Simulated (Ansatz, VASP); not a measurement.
**Two plane-wave programs on B**

```
CELL_PARAMETERS angstrom
3.16214 -2.63897 0.00000
3.16214 2.63897 0.00000
-0.99899 0.00000 3.08887
ATOMIC_POSITIONS crystal
B 0.20873 0.02789 0.65424
B 0.53420 0.71979 0.49396
B 0.97211 0.79127 0.84576
B 0.28021 0.46580 0.00604
B 0.79127 0.97211 0.34576
B 0.46580 0.28021 0.50604
B 0.02789 0.20873 0.15424
B 0.71979 0.53420 0.99396
```

Change from the starting cell: the structure that the rattled cell fell into.

Alike in both runs: task relaxation of cell and atoms; functional PBE; k mesh 10 × 10 × 12; occupations gaussian, width 0.1 eV; no spin polarisation.

```csv
,VASP,Ansatz
version,VASP 6.6.1,Ansatz 0.2.0
potentials or method,"VASP PAW PBE potentials, release 64 (B)","scalar-relativistic, plane waves, PAW"
plane-wave cutoff (eV),600,420
valence electrons in the cell,24,24
```

```csv
,VASP,Ansatz,Ansatz less VASP
"gap on the k mesh at the Fermi level, each at its own relaxed structure (eV)",none,none,-
relaxed volume (Å³/atom),6.44,6.44,+0.001
relaxed cell length with the largest relative difference (Å),4.113,4.113,+0.0001
```

A gap of «none» marks a metal or a gap that the smearing closes.
